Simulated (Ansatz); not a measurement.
## TiCu$_{2}$HgS$_{4}$ in Ansatz, settings compared

The command:

```bash
ansatz run input.yaml --threads 1 --pin off --max-ram 2560MiB --backend cpu --events-out ev --progress --plain --runs-dir out
```

The input file (Ansatz 0.2.0, plane waves):

```yaml
crystal:
  lattice:
    - [0.0, 5.47163797, 0.0]
    - [5.47163797, 0.0, 0.0]
    - [2.73581898, 2.73581898, -5.3247417]
  atoms:
    - { symbol: Hg, position: [0.0, 0.0, 0.0] }
    - { symbol: Ti, position: [0.5, 0.5, 0.0] }
    - { symbol: Cu, position: [0.25, 0.75, 0.5] }
    - { symbol: Cu, position: [0.75, 0.25, 0.5] }
    - { symbol: S, position: [0.60342, 0.60342, 0.27356] }
    - { symbol: S, position: [0.39658, 0.87698, 0.72644] }
    - { symbol: S, position: [0.12302, 0.12302, 0.27356] }
    - { symbol: S, position: [0.87698, 0.39658, 0.72644] }
kpoints:
  mp_grid: { grid: [4, 4, 4], shift: [0, 0, 0] }
magnetization:
  spin_polarized: true
scf:
  occupations: { method: fermi_dirac }
hamiltonian:
  pseudopotentials: { kind: paw }
  xc: r2scan
basis:
  ecutwfc: 500
output:
  forces: true
  stress: true
  eigenvalues: true
```

Origin of the cell: a known structure type with other elements, at an estimated volume, so it need not be a known compound.

The smearing width isn't typed, so it takes its default of 0.1 eV.

Output of this run (shortened):

```
SCF iter   1: F=—  HF=-33225.095953 eV  Δρ=5.64e-2  dr2=3.58e1  dr2_τ=1.46e-1  dr2_m=0.00e0  M=0.000 μB ∫|m|=0.000 μB  defer=3
SCF iter   2: F=—  HF=-33224.844400 eV  Δρ=3.68e-2  dr2=8.35e0  dr2_τ=1.70e-1  dr2_m=0.00e0  M=0.000 μB ∫|m|=0.000 μB  defer=12
SCF iter   3: F=—  HF=-33223.795929 eV  Δρ=1.69e-2  dr2=2.03e0  dr2_τ=1.11e-2  dr2_m=0.00e0  M=0.000 μB ∫|m|=0.000 μB  defer=12
SCF iter   4: F=—  HF=-33223.673650 eV  Δρ=1.01e-2  dr2=1.37e0  dr2_τ=1.07e-2  dr2_m=0.00e0  M=0.000 μB ∫|m|=0.000 μB  defer=12
SCF iter   5: F=—  HF=-33223.699092 eV  Δρ=1.99e-2  dr2=3.41e0  dr2_τ=1.34e-2  dr2_m=0.00e0  M=0.000 μB ∫|m|=0.000 μB  defer=12  recentre
[… 11 lines left out …]
SCF iter  17: F=—  HF=-33223.493373 eV  Δρ=2.11e-4  dr2=3.31e-4  dr2_τ=5.20e-7  dr2_m=0.00e0  M=0.000 μB ∫|m|=0.000 μB  defer=9
SCF iter  18: F=—  HF=-33223.493343 eV  Δρ=3.95e-5  dr2=9.30e-6  dr2_τ=1.02e-7  dr2_m=0.00e0  M=0.000 μB ∫|m|=0.000 μB  defer=9
SCF iter  19: F=—  HF=-33223.493342 eV  Δρ=1.23e-5  dr2=3.66e-7  dr2_τ=1.86e-9  dr2_m=0.00e0  M=0.000 μB ∫|m|=0.000 μB  defer=9
SCF iter  20: F=—  HF=-33223.493342 eV  Δρ=5.34e-6  dr2=1.42e-7  dr2_τ=1.11e-9  dr2_m=0.00e0  M=0.000 μB ∫|m|=0.000 μB  defer=9
SCF iter  21: F=-33223.493342 eV  HF=-33223.493342 eV  Δρ=1.06e-6  dr2=5.72e-9  dr2_τ=2.05e-11  dr2_m=0.00e0  M=0.000 μB ∫|m|=0.000 μB
SCF 1 converged in 21 iterations: F = -33223.493342 eV  dr2 = 5.72e-9
SCF converged after 21 iterations
Magnetization: 0.0000 μB (47.0000 up, 47.0000 down)
Absolute magnetization: 0.0000 μB (∫|ρ↑−ρ↓|)
Spin contamination: 0.0000 ħ² per cell (⟨S²⟩ above its minimum at these occupations)
Per-site moments (μB) at R_I (Å): [(0.0, 1.024072), (0.0, 0.974102), (0.0, 0.940816), (0.0, 0.940816), (0.0, 0.940816), (0.0, 0.940816), (0.0, 0.940816), (0.0, 0.940816)]
Free energy (F): -33223.493342 eV
Harris-Foulkes:  -33223.493342 eV  (|F-HF|=4.00e-10)
Internal energy: -33223.482977 eV  (E = F + TS)
E sigma→0 (E₀):  -33223.488160 eV
Entropy (-TS):   -0.010365 eV (-1.296 meV/atom)
Fermi energy:    8.754982 eV
--- Per-component energies (eV) ---
  E_band       = -1780.135416
  E_kinetic    = 1901.501021
  E_local      = -16185.883943  (includes V_loc(G=0)·N_el)
  E_nonlocal   = 998.268367
  E_hartree    = 7074.432929
  E_xc         = -833.784726
  E_vxc        = -1046.731095  (∫ρ·V_xc dr)
  E_paw        = -16832.185405  (= ΣΔE_a)
  E_vpaw       = -1660.372423  (= ΣTr[D̂ρ^β])
  E_aug_tail   = 0.000774  (compensation charges beyond the density's cutoff)
  E_vtau       = 64.207468  (kinetic-family band-sum trace: ∫τ·v_τ [+ j·A + Jᵃ·Aᵃ] dr)
  E_ewald      = -9344.388328
  E_core_change = -1.443668  (= ΣΔE_core)
  E_smearing   = -0.010365  (= −TS)
[… 6 lines left out …]
  atom   4  Cu     0.000000     0.000000     0.000000
  atom   5  S     -0.750823    -0.750823     0.284980
  atom   6  S     -0.750823     0.750823    -0.284980
  atom   7  S      0.750823     0.750823     0.284980
  atom   8  S      0.750823    -0.750823    -0.284980
  max |Σ_I F_I| component: 4.44e-16 eV/Å
--- Stress (GPa, compression-positive) ---
        0.347111      -0.000000      -0.000000
       -0.000000       0.347111      -0.000000
       -0.000000      -0.000000       0.180975
  P = ⅓ Tr σ = 0.2917 GPa (2.917 kbar)
```

The same input was run again with these changes:

1. `basis.ecutwfc` 500 → "800 eV"
2. `magnetization` { spin_polarized: true } → { spin_polarized: true } (starts: small); typed moments: Hg1 0.2, Ti2 0.2, Cu3 0.2, Cu4 0.2, S5 0.2, S6 0.2, S7 0.2, S8 0.2
3. `scf.mixing.algorithm` default → msr1; `scf.mixing.beta` default → 0.3; `scf.mixing.ndim` default → 16; `scf.occupations.method` fermi_dirac → gaussian; `scf.occupations.width` default → 0.15

```json
{"run": "base", "end": "converged", "SCF iterations": "21", "P (GPa)": "0.29", "max force component (eV/Å)": "0.751", "moment (μB)": "0.00", "ΔE(σ→0) (meV/atom)": "0"}
{"run": "1", "end": "converged", "SCF iterations": "21", "P (GPa)": "0.29", "max force component (eV/Å)": "0.750", "moment (μB)": "0.00", "ΔE(σ→0) (meV/atom)": "-1.53"}
{"run": "2", "end": "converged", "SCF iterations": "20", "P (GPa)": "0.29", "max force component (eV/Å)": "0.751", "moment (μB)": "0.00", "ΔE(σ→0) (meV/atom)": "0.00"}
{"run": "3", "end": "converged", "SCF iterations": "23", "P (GPa)": "0.28", "max force component (eV/Å)": "0.750", "moment (μB)": "0.00", "ΔE(σ→0) (meV/atom)": "-0.38"}
```

Energies are compared only where functional, datasets, charge and starting cell are the same.

Caveats of the base run: no moments, though an odd count or open d shells may carry them; no spin-orbit coupling, though heavy elements are present; spin is on but no moment was typed; the k mesh is coarse if the cell is a metal.

Run 2: a starting moment was lost.

The base run took 110 s on 1 thread of Arm Neoverse N1, with other jobs on the host, peak memory 0.83 GiB, from the program's own first density.
